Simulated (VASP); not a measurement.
Output of a VASP run:

File OSZICAR:
```
       N       E                     dE             d eps       ncg     rms          rms(c)
DAV:   1     0.916576845654E+02    0.91658E+02   -0.57107E+03   480   0.100E+03
DAV:   2     0.276731349691E+01   -0.88890E+02   -0.82716E+02   692   0.163E+02
DAV:   3    -0.547153979405E+01   -0.82389E+01   -0.82090E+01   588   0.569E+01
DAV:   4    -0.560234413124E+01   -0.13080E+00   -0.13076E+00   596   0.883E+00
DAV:   5    -0.560418613441E+01   -0.18420E-02   -0.18419E-02   608   0.105E+00    0.155E+00
DAV:   6    -0.546374192228E+01    0.14044E+00   -0.18777E-01   540   0.194E+00    0.117E+00
DAV:   7    -0.543286021974E+01    0.30882E-01   -0.15811E-01   560   0.184E+00    0.619E-01
DAV:   8    -0.543684656649E+01   -0.39863E-02   -0.11775E-02   536   0.697E-01    0.721E-02
DAV:   9    -0.543732245952E+01   -0.47589E-03   -0.17374E-03   564   0.244E-01    0.813E-02
DAV:  10    -0.543738308664E+01   -0.60627E-04   -0.12941E-04   556   0.853E-02    0.145E-02
DAV:  11    -0.543737894122E+01    0.41454E-05   -0.45191E-05   592   0.303E-02    0.566E-03
DAV:  12    -0.543738004343E+01   -0.11022E-05   -0.56337E-06   564   0.157E-02    0.142E-03
DAV:  13    -0.543738009061E+01   -0.47180E-07   -0.10640E-07   444   0.268E-03
   1 F= -.54373801E+01 E0= -.54373801E+01  d E =-.123043E-16
```

File OUTCAR:
```
------------------------ aborting loop because EDIFF is reached ----------------------------------------
  FORCE on cell =-STRESS in cart. coord.  units (eV):
  Direction    XX          YY          ZZ          XY          YZ          ZX
  --------------------------------------------------------------------------------------
  Total       -0.2566408     -0.2566408     -0.2566408     -0.0000000     -0.0000000     -0.0000000
  in kB       -3.8639062     -3.8639062     -3.8639062     -0.0000000     -0.0000000     -0.0000000
  external PRESSURE =      -3.8639062 kB  Pullay stress =       0.0000000 kB
  volume of cell :      106.42
      direct lattice vectors                 reciprocal lattice vectors
     4.738816368  0.000000000  0.000000000     0.211023159  0.000000000  0.000000000
     0.000000000  4.738816368  0.000000000     0.000000000  0.211023159  0.000000000
     0.000000000  0.000000000  4.738816368     0.000000000  0.000000000  0.211023159
 POSITION                                       TOTAL-FORCE (eV/Angst)
 -----------------------------------------------------------------------------------
      0.00000      0.00000      0.00000         0.000000      0.000000      0.000000
      2.36941      2.36941      2.36941         0.000000      0.000000      0.000000
 -----------------------------------------------------------------------------------
    total drift:                               -0.000000      0.000000      0.000000
  FREE ENERGIE OF THE ION-ELECTRON SYSTEM (eV)
  ---------------------------------------------------
  free  energy   TOTEN  =        -5.4373800906 eV

  energy  without entropy=       -5.4373800906  energy(sigma->0) =       -5.43738009
```
(Selected blocks of OUTCAR.)

POSCAR:
```
CsI
1
    4.7388163680     0.0000000000     0.0000000000
    0.0000000000     4.7388163680     0.0000000000
    0.0000000000     0.0000000000     4.7388163680
Cs I
1 1
Direct
  0.0000000000   0.0000000000   0.0000000000
  0.5000000000   0.5000000000   0.5000000000
```

Task: Write an INCAR and KPOINTS that could have produced this output.

Result: One answer among several that fit: the input of the run itself, PBE GGA, plane waves, VASP's PBE PAW potentials (set 64).

### INCAR
```
# general
SYSTEM  = CsI
PREC    = Accurate
ENCUT   = 480   # plane-wave cut-off (eV)
LREAL   = .FALSE.
LASPH   = .TRUE.   # aspherical one-centre terms

# electronic loop
EDIFF   = 1E-7   # SCF stop (eV)
NELM    = 100
ALGO    = Normal
LMAXMIX = 4   # l cut-off of mixed one-centre charges

# smearing
ISMEAR  = 0
SIGMA   = 0.05

# functional
GGA     = PE

# ions
ISIF    = 2

# output
LWAVE   = .FALSE.
LCHARG  = .FALSE.
```

### KPOINTS
```
Automatic mesh
0
Gamma
6 6 6
0 0 0
```

POTCAR, in this order: Cs_sv I (PBE.64 set). Program: vasp_std.

The compound is CsI in the CsCl type structure. This cell was strained or had an atom moved on purpose.
